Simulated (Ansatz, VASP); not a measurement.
# Ge: VASP beside Ansatz

```
CELL_PARAMETERS angstrom
1.39715 -2.60052 0.00000
1.39715 2.60052 0.00000
0.00000 0.00000 2.69823
ATOMIC_POSITIONS crystal
Ge 0.50000 0.50000 0.00000
```

This isn't the form of Ge at room conditions, which is diamond.

Alike in both runs: functional RPBE; k mesh 11 × 11 × 10; occupations fermi-dirac, width 0.05 eV; no spin polarisation.

|  | VASP | Ansatz |
| --- | --- | --- |
| version | VASP 6.6.1 | Ansatz 0.2.0 |
| potentials or method | VASP PAW PBE potentials, release 64 (Ge_d) | Ansatz PAW |
| plane-wave cutoff (eV) | 520 | 420 |
| valence electrons in the cell | 14 | 14 |
| task | single point | band structure |

|  | VASP | Ansatz | Ansatz less VASP |
| --- | --- | --- | --- |
| gap on the k mesh at the Fermi level (eV) | none | none | - |
| pressure (GPa) | 0.8 | 1.0 | +0.20 |
| largest component of the traceless stress (GPa) | 1.97 | 1.99 | +0.024 |

A gap of «none» marks a metal or a gap that the smearing closes.

Caveats: the PAW data sets were made with another functional, which shifts forces and pressure a little (VASP); the PAW data sets come from PBE, with cores solved anew for the run's functional, which leaves a small shift of forces and pressure (Ansatz).
